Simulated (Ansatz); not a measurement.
Ga2O3 (corundum) from LDA to hybrids

All numbers come from the PAW code Ansatz. (Simulation; no magnetic order is allowed.)

Structure: Ga2O3 in the corundum structure, at its r2SCAN minimum. It is trigonal, R-3c (No. 167); a = 4.985 Å, c = 13.442 Å in the conventional setting, 9.64 Å³ an atom. Around Ga lie 6 O at 1.93–2.07 Å; around O lie 4 Ga at 1.93–2.07 Å.

```cif
data_structure
_symmetry_space_group_name_H-M 'R-3c:H'
_symmetry_Int_Tables_number 167
_cell_length_a 4.9845
_cell_length_b 4.9845
_cell_length_c 13.4419
_cell_angle_alpha 90.000
_cell_angle_beta 90.000
_cell_angle_gamma 120.000
_cell_volume 289.23
loop_
_atom_site_label
_atom_site_type_symbol
_atom_site_symmetry_multiplicity
_atom_site_Wyckoff_symbol
_atom_site_fract_x
_atom_site_fract_y
_atom_site_fract_z
_atom_site_occupancy
Ga1 Ga 12 c 0.00000 0.00000 0.35543 1
O1 O 18 e 0.69637 0.00000 0.25000 1
```

Relaxed lattice by functional, symmetry kept:

| functional | k mesh | a (Å) | c (Å) | volume (Å³/atom) |
| --- | --- | --- | --- | --- |
| PBE | 6×6×6 | 5.058 | 13.623 | 10.06 |
| r2SCAN | 6×6×6 | 4.985 | 13.442 | 9.64 |
| PBEsol | 6×6×6 | 5.000 | 13.449 | 9.71 |
| LDA | 6×6×6 | 4.950 | 13.306 | 9.41 |

Band edges at fixed r2SCAN geometry:
```json
{"level": "LDA", "k mesh": "6×6×6", "gap (eV)": "2.78", "kind": "indirect", "edges": "Γ–S₀ (0.45) → Γ", "least direct gap (eV)": "3.04"}
{"level": "PBE", "k mesh": "6×6×6", "gap (eV)": "2.85", "kind": "indirect", "edges": "Γ–S₀ (0.45) → Γ", "least direct gap (eV)": "3.11"}
{"level": "PBE+SOC", "k mesh": "6×6×6", "gap (eV)": "2.85", "kind": "indirect", "edges": "Γ–S₀ (0.45) → Γ", "least direct gap (eV)": "3.10"}
{"level": "r2SCAN", "k mesh": "6×6×6", "gap (eV)": "3.55", "kind": "indirect", "edges": "Γ–S₀ (0.45) → Γ", "least direct gap (eV)": "3.81"}
{"level": "HSE06", "k mesh": "4×4×4", "gap (eV)": "4.62", "kind": "indirect", "edges": "Γ–S₀ (0.45) → Γ", "least direct gap (eV)": "4.87"}
{"level": "DDH-PBE0", "k mesh": "4×4×4", "gap (eV)": "5.13", "kind": "indirect", "edges": "Γ–S₀ (0.45) → Γ", "least direct gap (eV)": "5.38"}
{"level": "PBE0", "k mesh": "4×4×4", "gap (eV)": "5.34", "kind": "indirect", "edges": "Γ–S₀ (0.45) → Γ", "least direct gap (eV)": "5.59"}
```
PBE: smearing of 0.02 eV; the others have fixed occupations.
Wave cutoffs: 420 eV, 500 eV (r2SCAN).
Points off the special ones are mesh points or PBE's searched band edges, reused at the other levels. Set aside, since their points miss a band edge that the other levels read or their mesh is too coarse: LC-ωPBE.

The HSE06 gap is indirect, 4.62 eV (Γ–S₀ (0.45 of the way from Γ) to Γ), below the direct gap of 4.87 eV at Γ. Spin-orbit coupling changes the PBE gap by 0.00 eV, to 2.85 eV.

r2SCAN covers 39 % of the step from PBE to HSE06, while HSE06 needs about 14 times r2SCAN's cost (on a coarser mesh). For gaps to 0.1 eV, spin-orbit coupling (up to 0.01 eV here) can be left out. All these functionals give a gap of the same kind, indirect.

r2SCAN (ground state on 6×6×6): The clamped-ion dielectric constant comes out as 4.04 along x and y, 3.93 along z. Born charges, averaged over directions: Ga +3.29, O -2.19 e. PBE (ground state on 6×6×6): ε∞: 4.38 along x and y, 4.26 along z. Born charges, averaged over directions: Ga +3.29, O -2.19 e.

Only the levels marked +SOC include spin-orbit coupling.

The meshes of the hybrids are coarse, so their gaps aren't converged to the digits shown.
